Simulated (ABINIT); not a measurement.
Here is an ABINIT 10.8.3 (patched build) calculation.

The input run.abi:

```
# Datasets: one volume each
ndtset 7
getwfk -1
scalecart1 3*0.9795861087
scalecart2 3*0.9864848297
scalecart3 3*0.9932883884
scalecart4 3*1.0000000000
scalecart5 3*1.0066227096
scalecart6 3*1.0131594038
scalecart7 3*1.0196128224

# Pseudopotentials
pp_dirpath "./"
pseudos "In.GGA_PBE-JTH.xml, P.GGA_PBE-JTH.xml"

# Structure
acell 3*1.0
rprim
     0.0000000000     5.5378424082     5.5378424082
     5.5378424082     0.0000000000     5.5378424082
     5.5378424082     5.5378424082     0.0000000000
ntypat 2
znucl 49 15
natom 2
typat 1 2
xred
     0.0000000000     0.0000000000     0.0000000000
     0.7500000000     0.7500000000     0.7500000000

# Plane-wave basis
ecut 408.170794 eV
pawecutdg 30.0

# k points
kptopt 1
ngkpt 8 8 8
nshiftk 1
shiftk 0.0 0.0 0.0

# Exchange and correlation
ixc -116133

# Bands and occupations
nband 13
occopt 3
tsmear 0.05 eV

# SCF cycle
nstep 100
tolvrs 1.0e-9

# Output
iomode 3
prtwf 1
prtden 0
prteig 0
prtebands 0
enunit 2
```

Potentials or basis: JTH PAW PBE v2.0.

The run is started by

```console
$ abinit run.abi > log 2>&1
```

Problem. Predict the bulk modulus.

Solution. 66 GPa.

Problem. Predict the equilibrium volume.

Solution. 25.41 Å³/atom.

Problem. Predict the pressure derivative of the bulk modulus.

Solution. 4.9.

Energy against volume, from the lowest point:
```csv
volume (Å³/atom),energy (meV/atom)
23.657,28.15
24.160,13.50
24.663,4.33
25.167,0.00
25.670,0.06
26.173,3.88
26.677,11.20
```

Caveat: the cutoff is too short for stress, so the log's stress isn't used; pressures at fixed basis lie under the slope of the energies; the PAW data sets were made with another functional, which shifts forces and pressure a little.

**Experimental background.**

From a printed reference work, data compilation, for a bulk crystal of InP: bulk modulus 71 GPa.

Against the measured bulk modulus of InP, 71 GPa (a printed reference work, data compilation), the calculated 66 GPa is off by -7.6 %. The fit is for a static lattice scaled at fixed shape and fixed fractional positions.
